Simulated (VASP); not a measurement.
# How U changes MnS

Aim: follow the moments and the gap of MnS as U grows. The start is a cell from a database of measured crystal structures.

Method: PBE, spin-polarised from a ferromagnetic start; plane waves and PAW (Mn_pv, S), in the first sound run; inputs show where later runs differ, in VASP 6.6.1.

The database entry behind the starting cell differs from later determinations by our own check (an axis about 0.2 % short against later determinations), so it need not match the best structure at ambient conditions.

### 1. The structure

Symmetry: Fm-3m, No. 225, cubic system. Conventional cell: a = 5.209 Å, b = 5.209 Å, c = 5.209 Å, α = 90.00°, β = 90.00°, γ = 90.00°. Nearest to Mn lie 6 S at 2.60 Å. Nearest to S lie 6 Mn at 2.60 Å. Farther neighbours and most contacts between anions are not listed.

### 2. Series over U, start order fm, U 0

U penalises partly filled orbitals; repeating the run over U shows how far moments and gap depend on it.

File INCAR:

```
SYSTEM = MnS
PREC = Accurate
ENCUT = 350
EDIFF = 1E-06
NELM = 150
ISMEAR = 0
SIGMA = 0.05
LREAL = .FALSE.
ALGO = Normal
GGA = PE
NBANDS = 28
ISPIN = 2
MAGMOM = 4 4 0 0
LASPH = .TRUE.
LMAXMIX = 4
LORBIT = 11
LWAVE = .FALSE.
LCHARG = .FALSE.
AMIX = 0.2
BMIX = 1E-04
AMIX_MAG = 0.8
BMIX_MAG = 1E-04
NEDOS = 1200
```

File POSCAR:

```
MnS
1.0
    0.0000000000      2.6045000000      2.6045000000
    2.6045000000      0.0000000000      2.6045000000
    5.2090000000      5.2090000000      0.0000000000
Mn S
2 2
Direct
    0.0000000000      0.0000000000      0.0000000000
    0.0000000000      0.0000000000      0.5000000000
    0.5000000000      0.5000000000      0.2500000000
    0.5000000000      0.5000000000      0.7500000000
```

File KPOINTS:

```
Automatic mesh
0
Gamma
6 6 6
0 0 0
```

The projector-augmented-wave data sets are Mn_pv and S (PBE family, release 64).

Started as:

```console
$ mpirun -np 1 vasp_std
```

The program printed:

```text
[banner, memory and clock lines left out]
running    1 mpi-ranks, on    1 nodes
 distrk:  each k-point on    1 cores,    1 groups
 distr:  one band on    1 cores,    1 groups

 POSCAR found type information on POSCAR MnS
 POSCAR found :  2 types and       4 ions
 LDA part: xc-table for (Slater+PW92), standard interpolation
 POSCAR, INCAR and KPOINTS ok, starting setup
 FFT: planning ... GRIDC
 FFT: planning ... GRID_SOFT
 FFT: planning ... GRID
 WAVECAR not read
 entering main loop
       N       E                     dE             d eps       ncg     rms          rms(c)
DAV:   1     0.307139457390E+03    0.30714E+03   -0.17290E+04  4040   0.112E+03
DAV:   2    -0.799793342403E+01   -0.31514E+03   -0.29955E+03  3724   0.346E+02
DAV:   3    -0.298806393797E+02   -0.21883E+02   -0.21444E+02  4100   0.971E+01
DAV:   4    -0.304032884536E+02   -0.52265E+00   -0.52089E+00  4088   0.150E+01
DAV:   5    -0.304142271366E+02   -0.10939E-01   -0.10936E-01  4176   0.238E+00    0.163E+01
DAV:   6    -0.282405235535E+02    0.21737E+01   -0.64167E+00  4288   0.223E+01    0.136E+01
DAV:   7    -0.281790385630E+02    0.61485E-01   -0.13746E+00  4544   0.784E+00    0.107E+01
DAV:   8    -0.281574861188E+02    0.21552E-01   -0.14754E-01  3900   0.342E+00    0.689E+00
DAV:   9    -0.281439344656E+02    0.13552E-01   -0.48537E-02  4220   0.218E+00    0.267E+00
DAV:  10    -0.281440698564E+02   -0.13539E-03   -0.26007E-02  3868   0.176E+00    0.422E-01
DAV:  11    -0.281429257284E+02    0.11441E-02   -0.31094E-03  4484   0.302E-01    0.227E-01
DAV:  12    -0.281426017265E+02    0.32400E-03   -0.10669E-03  3992   0.225E-01    0.155E-01
DAV:  13    -0.281425917471E+02    0.99794E-05   -0.11479E-04  3948   0.653E-02    0.111E-01
DAV:  14    -0.281425985041E+02   -0.67570E-05   -0.50889E-05  3900   0.829E-02    0.892E-02
DAV:  15    -0.281425983844E+02    0.11965E-06   -0.22850E-05  3704   0.336E-02    0.109E-02
DAV:  16    -0.281425986547E+02   -0.27028E-06   -0.32677E-06  3332   0.120E-02
   1 F= -.28142599E+02 E0= -.28141011E+02  d E =-.317542E-02  mag=     9.4285
```

It took 42 s on 1 MPI rank of Intel Xeon 6975P-C (Granite Rapids), shared host; peak memory 0.21 GiB.

The logs omit lines about the potential files and the build; timing stands in the text.

OUTCAR, selected parts (step 2):

```text
ion  position               nearest neighbor table
   1  0.000  0.000  0.000-   4 2.60   3 2.60   4 2.60   3 2.60   4 2.60   3 2.60
   2  0.000  0.000  0.500-   3 2.60   3 2.60   4 2.60   3 2.60   4 2.60   4 2.60
   3  0.500  0.500  0.250-   1 2.60   1 2.60   2 2.60   1 2.60   2 2.60   2 2.60
   4  0.500  0.500  0.750-   2 2.60   1 2.60   2 2.60   1 2.60   2 2.60   1 2.60

  LATTYP: Found a trigonal (rhomboedric) cell.
 ALAT       =     6.3796960351
 COS(alpha) =     0.8333333333

 Subroutine GETGRP returns: Found 12 space group operations
 (whereof 12 operations were pure point group operations)

The static configuration has the point symmetry D_3d.

 Found     32 irreducible k-points:

   k-points           NKPTS =     32   k-points in BZ     NKDIM =     32   number of bands    NBANDS=     28

   dimension x,y,z NGX =    24 NGY =   24 NGZ =   48
   dimension x,y,z NGXF=    48 NGYF=   48 NGZF=   96

   ENCUT  =  350.0 eV  25.72 Ry    5.07 a.u.   5.62  5.62 11.24*2*pi/ulx,y,z

   NELECT =      38.0000    total number of electrons

 k-points in reciprocal lattice and weights: Automatic mesh
   0.00000000  0.00000000  0.00000000       0.005
   0.16666667  0.00000000  0.00000000       0.028
   0.33333333  0.00000000  0.00000000       0.028
   0.50000000  0.00000000  0.00000000       0.014
   0.16666667  0.16666667  0.00000000       0.028
   0.33333333  0.16666667  0.00000000       0.056
   0.50000000  0.16666667  0.00000000       0.056
  -0.33333333  0.16666667  0.00000000       0.056
  -0.16666667  0.16666667  0.00000000       0.028
[...]
0.00000000  0.00000000  0.50000000       0.005
   0.50000000  0.00000000  0.50000000       0.014

 average (electrostatic) potential at core
       1 -68.5724       2 -68.5724       3 -85.2988       4 -85.2988

 E-fermi :   6.6554

 spin component 1
 k-point     1 :       0.0000    0.0000    0.0000
  band No.  band energies     occupation
    ...
     18       3.7786      1.00000
     19       4.1544      1.00000
     20       4.7681      1.00000
     21       4.7708      1.00000
     22       4.7708      1.00000
     23       7.0356      0.00000
     24       7.0356      0.00000
     25       8.3496      0.00000
     26       9.4623      0.00000
     27      12.0234      0.00000
    ...

 k-point     2 :       0.1667    0.0000    0.0000
  band No.  band energies     occupation
    ...
     20       4.1038      1.00000
     21       5.5279      1.00000
     22       5.5299      1.00000
     23       5.9509      1.00000
     24       6.1568      1.00000
     25       9.7195      0.00000
     26      10.3297      0.00000
     27      11.6108      0.00000
     28      13.3794      0.00000

 k-point     3 :       0.3333    0.0000    0.0000
  band No.  band energies     occupation
    ...
     20       4.0525      1.00000
     21       4.7018      1.00000
     22       4.7902      1.00000
     23       6.5533      0.99806
     24       6.5552      0.99770
     25       8.6540      0.00000
     26       9.9841      0.00000
     27      12.4971      0.00000
     28      12.8909      0.00000

 k-point     4 :       0.5000    0.0000    0.0000
  band No.  band energies     occupation
    ...
     18       3.7783      1.00000
     19       3.9112      1.00000
     20       3.9120      1.00000
     21       4.1559      1.00000
     22       4.3925      1.00000
     23       7.0339      0.00000
     24       7.0358      0.00000
     25       7.4827      0.00000
     26       9.4651      0.00000
     27      12.0227      0.00000
    ...

 k-point     5 :       0.1667    0.1667    0.0000
  band No.  band energies     occupation
    ...
     19       4.1387      1.00000
     20       4.7981      1.00000
     21       4.7997      1.00000
     22       4.9729      1.00000
     23       5.3027      1.00000
     24       6.8928      0.00000
     25      10.4156      0.00000
     26      10.6424      0.00000
     27      12.1789      0.00000
     28      12.8142      0.00000

 k-point     6 :       0.3333    0.1667    0.0000
  band No.  band energies     occupation
    ...
     20       4.3265      1.00000
     21       4.4103      1.00000
     22       5.2562      1.00000
     23       5.9098      1.00000
     24       5.9462      1.00000
     25      10.3538      0.00000
     26      10.7672      0.00000
     27      12.0894      0.00000
     28      12.5402      0.00000

  Total       -1.3813878     -1.3813878     -1.3813878     -0.0014267      0.0014267      0.0014267
  in kB      -31.3179350    -31.3179350    -31.3179350     -0.0323459      0.0323459      0.0323459
  external PRESSURE =     -31.3179350 kB  Pullay stress =       0.0000000 kB

  energy-cutoff  :      350.00
  volume of cell :       70.67
      direct lattice vectors                 reciprocal lattice vectors
     0.000000000  2.604500000  2.604500000    -0.191975427  0.191975427  0.191975427
     2.604500000  0.000000000  2.604500000     0.191975427 -0.191975427  0.191975427
     5.209000000  5.209000000  0.000000000     0.095987714  0.095987714 -0.095987714

 POSITION                                       TOTAL-FORCE (eV/Angst)
 -----------------------------------------------------------------------------------
      0.00000      0.00000      0.00000        -0.000000     -0.000000      0.000000
      2.60450      2.60450      0.00000         0.000000      0.000000      0.000000
      2.60450      2.60450      2.60450        -0.000000     -0.000000      0.000000
      5.20900      5.20900      2.60450         0.000000      0.000000     -0.000000
 -----------------------------------------------------------------------------------
    total drift:                                0.000000      0.000000     -0.000000

  FREE ENERGIE OF THE ION-ELECTRON SYSTEM (eV)
  ---------------------------------------------------
  free  energy   TOTEN  =       -28.1425986547 eV

  energy  without entropy=      -28.1394232373  energy(sigma->0) =      -28.14101095

 total charge
# of ion       s       p       d       tot
------------------------------------------
    1        0.215   6.162   4.925  11.302
    2        0.215   6.162   4.925  11.302
    3        1.327   2.399   0.000   3.726
    4        1.327   2.399   0.000   3.726
--------------------------------------------------
tot          3.085  17.122   9.850  30.057

 magnetization (x)
# of ion       s       p       d       tot
------------------------------------------
    1        0.051   0.039   4.167   4.257
    2        0.051   0.039   4.167   4.257
    3        0.026   0.080   0.000   0.106
    4        0.026   0.080   0.000   0.106
--------------------------------------------------
tot          0.155   0.238   8.333   8.727

[... 6 further parts left out ...]
```

The magnetic state follows from one typed start and may not be the lowest. The k-mesh is coarse for a metal.

This step gave:

```
electronic cycles                                 : 16
electrons                                         : 38
free energy (TOTEN)                               : -28.14 eV
energy at zero smearing                           : -28.14 eV
Fermi energy                                      : 6.655 eV
moment of the cell, from the last line of the log : 9.428 μB
labelled metallic, from the levels on this mesh   : yes
DOS at the Fermi level                            : 2.654 states/eV/cell
```

Spin moment in the PAW sphere by atom:

```csv
atom,spin moment in the PAW sphere (μB)
Mn1,4.26
Mn2,4.26
S3,0.11
S4,0.11
```

The density of states has structure finer than the step of the table below, so its rows give means over 1 eV, whole bins alone (the curve runs from -12.0 to 5.32 eV). Peaks (eV: height): total up -4.8: 7.44, -2.8: 10.9, -2.5: 7.61, -1.9: 3.92; total down -5.4: 4.04, -3.4: 4.74, 1.5: 10.9, 1.8: 3.74; Mn s up -6.1: 0.220, 2.0: 0.282, 3.7: 0.548, 4.1: 0.290; Mn s down -5.4: 0.207, 3.4: 0.207, 3.6: 0.152, 5.0: 0.324; Mn p up -4.8: 0.110, 3.7: 0.300, 4.0: 0.202, 5.0: 0.194.

Means over bins of 0.107 eV. Table of density of states by energy, zero at the Fermi level; means over each step; 7 of 12 lines; values in states/eV/cell:

| energy (eV) | total up | total down | Mn s up | Mn s down | Mn p up | Mn p down | Mn d up |
| --- | --- | --- | --- | --- | --- | --- | --- |
| -8 | 0 | 0 | 0 | 0 | 0 | 0 | 0 |
| -7 | 0.282 | 3.3e-4 | 0.0298 | 3.6e-5 | 0.00206 | 0 | 0.0271 |
| -6 | 1.45 | 0.624 | 0.0887 | 0.0510 | 0.0369 | 0.00781 | 0.183 |
| -5 | 2.84 | 1.37 | 0.0233 | 0.0609 | 0.0532 | 0.0381 | 1.08 |
| -4 | 1.47 | 1.59 | 0.00369 | 0.0225 | 0.0216 | 0.0445 | 0.747 |
| -3 | 5.13 | 2.17 | 0.0303 | 0.00670 | 0.0120 | 0.0394 | 4.45 |
| -2 | 2.53 | 0.242 | 0.0488 | 1.9e-4 | 0.0375 | 0.00471 | 1.64 |
| -1 | 1.56 | 0.0690 | 0.0153 | 5.2e-5 | 0.0411 | 0 | 0.747 |
| 0 | 0.736 | 0.900 | 5.9e-4 | 0.00340 | 0.00862 | 7.4e-4 | 0.323 |
| 1 | 0.0428 | 5.61 | 0.0162 | 0.0542 | 4.2e-4 | 0.0105 | 8.9e-4 |
| 2 | 0.249 | 2.91 | 0.0770 | 0.0295 | 0.0117 | 0.0297 | 0.00497 |
| 3 | 0.419 | 0.712 | 0.0759 | 0.0491 | 0.0340 | 0.0126 | 0.0136 |
| 4 | 1.24 | 0.477 | 0.185 | 0.0805 | 0.121 | 0.0288 | 0.0481 |

The density of states is cut at 5.3 eV, since the bands computed begin to run out above.

Energy at zero smearing: -28.14101 eV.

### 3. Series over U, start order AFM, U 0

This step: PBE, spin-polarised from an antiferromagnetic start; plane waves and PAW (Mn_pv, S) (VASP 6.6.1).

Changes to INCAR since step 2:

```diff
@@ -12,3 +12,3 @@
 ISPIN = 2
-MAGMOM = 4 4 0 0
+MAGMOM = 4 -4 0 0
 LASPH = .TRUE.
```

POSCAR is that of step 2.

KPOINTS is that of step 2.

Started as:

```console
$ mpirun -np 1 vasp_std
```

The program printed:

```text
[... set-up lines as in an earlier step ...]
 entering main loop
       N       E                     dE             d eps       ncg     rms          rms(c)
DAV:   1     0.308006313267E+03    0.30801E+03   -0.17207E+04  4024   0.112E+03
DAV:   2    -0.781426799148E+01   -0.31582E+03   -0.30316E+03  3704   0.348E+02
DAV:   3    -0.300201654152E+02   -0.22206E+02   -0.21848E+02  4084   0.986E+01
DAV:   4    -0.305533990923E+02   -0.53323E+00   -0.53172E+00  4176   0.154E+01
DAV:   5    -0.305633970458E+02   -0.99980E-02   -0.99958E-02  4152   0.231E+00    0.157E+01
DAV:   6    -0.284964227487E+02    0.20670E+01   -0.62912E+00  4320   0.225E+01    0.135E+01
DAV:   7    -0.284316667939E+02    0.64756E-01   -0.15426E+00  4348   0.887E+00    0.105E+01
DAV:   8    -0.284167291168E+02    0.14938E-01   -0.21585E-01  3920   0.448E+00    0.667E+00
DAV:   9    -0.284102181249E+02    0.65110E-02   -0.59613E-02  4068   0.274E+00    0.193E+00
DAV:  10    -0.284093071254E+02    0.91100E-03   -0.25861E-02  3920   0.207E+00    0.344E-01
DAV:  11    -0.284082944421E+02    0.10127E-02   -0.49120E-03  4376   0.410E-01    0.182E-01
DAV:  12    -0.284081444257E+02    0.15002E-03   -0.19838E-03  3944   0.473E-01    0.144E-01
DAV:  13    -0.284081091843E+02    0.35241E-04   -0.22042E-04  4080   0.145E-01    0.676E-02
DAV:  14    -0.284081232854E+02   -0.14101E-04   -0.67425E-05  3892   0.481E-02    0.260E-02
DAV:  15    -0.284081262757E+02   -0.29903E-05   -0.78859E-06  4024   0.175E-02    0.722E-03
DAV:  16    -0.284081264449E+02   -0.16915E-06   -0.96581E-07  2900   0.740E-03
   1 F= -.28408126E+02 E0= -.28408126E+02  d E =-.563792E-11  mag=     0.0000
```

Wall time 39 s (1 MPI rank); peak memory 0.21 GiB.

Parts of OUTCAR (step 3):

```text
The static configuration has the point symmetry D_3d.

 Found     32 irreducible k-points:

   NELECT =      38.0000    total number of electrons

 E-fermi :   6.4176

 spin component 1
 k-point     1 :       0.0000    0.0000    0.0000
  band No.  band energies     occupation
    ...
     15       4.8949      1.00000
     16       4.8949      1.00000
     17       4.9014      1.00000
     18       5.0304      1.00000
     19       5.0304      1.00000
     20       7.5343      0.00000
     21       7.5343      0.00000
     22       7.6326      0.00000
     23       8.8732      0.00000
     24       8.9736      0.00000
    ...

 k-point     2 :       0.1667    0.0000    0.0000
  band No.  band energies     occupation
    ...
     15       3.7647      1.00000
     16       4.2480      1.00000
     17       4.2926      1.00000
     18       5.6976      1.00000
     19       5.7701      1.00000
     20       7.4037      0.00000
     21       7.7359      0.00000
     22       7.7912      0.00000
     23       8.3856      0.00000
     24       8.4473      0.00000
    ...

 k-point     3 :       0.3333    0.0000    0.0000
  band No.  band energies     occupation
    ...
     15       3.6450      1.00000
     16       4.0936      1.00000
     17       4.1070      1.00000
     18       5.5610      1.00000
     19       5.8404      1.00000
     20       7.1891      0.00000
     21       7.9644      0.00000
     22       7.9694      0.00000
     23       8.6585      0.00000
     24       8.7506      0.00000
    ...

 k-point     4 :       0.5000    0.0000    0.0000
  band No.  band energies     occupation
    ...
     15       3.3353      1.00000
     16       3.9146      1.00000
     17       4.0823      1.00000
     18       5.2810      1.00000
     19       5.7398      1.00000
     20       7.0886      0.00000
     21       8.0981      0.00000
     22       8.1372      0.00000
     23       8.2306      0.00000
     24       9.1104      0.00000
    ...

  Total       -1.4815709     -1.4815709     -1.4815709     -0.1058079      0.1058079      0.1058079
  in kB      -33.5892228    -33.5892228    -33.5892228     -2.3988095      2.3988095      2.3988095
  external PRESSURE =     -33.5892228 kB  Pullay stress =       0.0000000 kB

 POSITION                                       TOTAL-FORCE (eV/Angst)
 -----------------------------------------------------------------------------------
      0.00000      0.00000      0.00000         0.000000      0.000000      0.000000
      2.60450      2.60450      0.00000         0.000000      0.000000      0.000000
      2.60450      2.60450      2.60450         0.000000      0.000000     -0.000000
      5.20900      5.20900      2.60450        -0.000000     -0.000000     -0.000000
 -----------------------------------------------------------------------------------
    total drift:                                0.000000      0.000000     -0.000000

  FREE ENERGIE OF THE ION-ELECTRON SYSTEM (eV)
  ---------------------------------------------------
  free  energy   TOTEN  =       -28.4081264449 eV

  energy  without entropy=      -28.4081264449  energy(sigma->0) =      -28.40812644

 total charge
# of ion       s       p       d       tot
------------------------------------------
    1        0.209   6.156   4.945  11.311
    2        0.209   6.156   4.945  11.311
    3        1.326   2.405   0.000   3.731
    4        1.326   2.405   0.000   3.731
--------------------------------------------------
tot          3.071  17.122   9.890  30.083

 magnetization (x)
# of ion       s       p       d       tot
------------------------------------------
    1        0.019   0.015   4.166   4.200
    2       -0.019  -0.015  -4.166  -4.200
    3        0.000   0.000   0.000   0.000
    4        0.000   0.000   0.000   0.000
--------------------------------------------------
tot          0.000   0.000   0.000   0.000

[... 8 parts as in an earlier step ...]

[... 4 further parts left out ...]
```

The gap is read on the k-mesh alone, so it is an upper bound where the band edges lie off the mesh.

This step gave:

| Property | Result |
| --- | --- |
| free energy (TOTEN) | -28.41 eV |
| Fermi energy | 6.418 eV |
| labelled metallic, from the levels on this mesh | no |
| gap on the k-mesh | 0.8682 eV |
| least direct gap on the k-mesh | 1.252 eV |

Spin moment in the PAW sphere by atom:

```csv
atom,spin moment in the PAW sphere (μB)
Mn1,4.20
Mn2,-4.20
S3,0.00
S4,0.00
```

The density of states has structure finer than the step of the table below, so its rows give means over 1 eV, whole bins alone (the curve runs from -12.0 to 8.77 eV). Peaks (eV: height): total up -3.9: 6.40, -2.0: 4.94, 1.6: 4.04, 1.9: 5.56; total down -3.9: 6.40, -2.0: 4.94, 1.6: 4.04, 1.9: 5.56; Mn s up -5.2: 0.170, 3.2: 0.196, 4.7: 0.235, 5.5: 0.190; Mn s down -5.2: 0.170, 3.2: 0.196, 4.7: 0.235, 5.5: 0.190; Mn p up 4.8: 0.254, 6.3: 0.210, 6.7: 0.283, 7.1: 0.288.

Means over bins of 0.107 eV. The density of states by energy, zero at the valence-band top; means over each step; 7 of 12 lines; values in states/eV/cell:

```
energy (eV)  total up  total down  Mn s up  Mn s down  Mn p up  Mn p down  Mn d up
         -7    1.4e-5      1.4e-5   1.5e-6     1.5e-6        0          0        0
         -6     0.483       0.483   0.0466     0.0466  0.00366    0.00366   0.0390
         -5      1.48        1.48   0.0710     0.0710   0.0408     0.0408    0.161
         -4      2.67        2.67   0.0210     0.0210   0.0479     0.0479    0.925
         -3      1.73        1.73  0.00969    0.00969   0.0292     0.0292    0.787
         -2      2.59        2.59   0.0188     0.0188   0.0200     0.0200     1.88
         -1      1.78        1.78   0.0182     0.0182   0.0227     0.0227    0.995
          0     0.288       0.288   8.3e-4     8.3e-4  0.00340    0.00340    0.144
          1      1.27        1.27   0.0220     0.0220  0.00206    0.00206    0.950
          2      3.22        3.22   0.0570     0.0570   0.0272     0.0272     2.52
          3     0.795       0.795   0.0634     0.0634   0.0165     0.0165    0.430
          4     0.458       0.458   0.0699     0.0699   0.0331     0.0331   0.0460
          5      1.16        1.16    0.139      0.139    0.109      0.109   0.0973
          6     0.819       0.819   0.0529     0.0529    0.109      0.109   0.0461
          7      1.22        1.22   0.0427     0.0427    0.142      0.142    0.132
          8    0.0771      0.0771  0.00238    0.00242  0.00802    0.00794  0.00754
```

The density of states holds every band computed, so its fall toward the upper end of the range is no gap.

Energy at zero smearing: -28.40813 eV.

(Continued in part 2 of 3.)

[Lines on the potential files, build, host, timing and source positions are cut from VASP's logs without a mark.]

[Logs are printed without paths, hosts, clocks, repeated set-up lines and the standing remarks that a program may print on its own settings, such as how far it seeks lower states.]

[Hosts, paths, dates, database ids (printed as entryN), source tags and the programs' standing remarks are cut or masked in the printed files.]

[In band tables of VASP the shares of atoms and orbitals are scaled to a sum of 1 inside the atoms' spheres.]

[Runs that stopped without an error message from VASP are left out.]
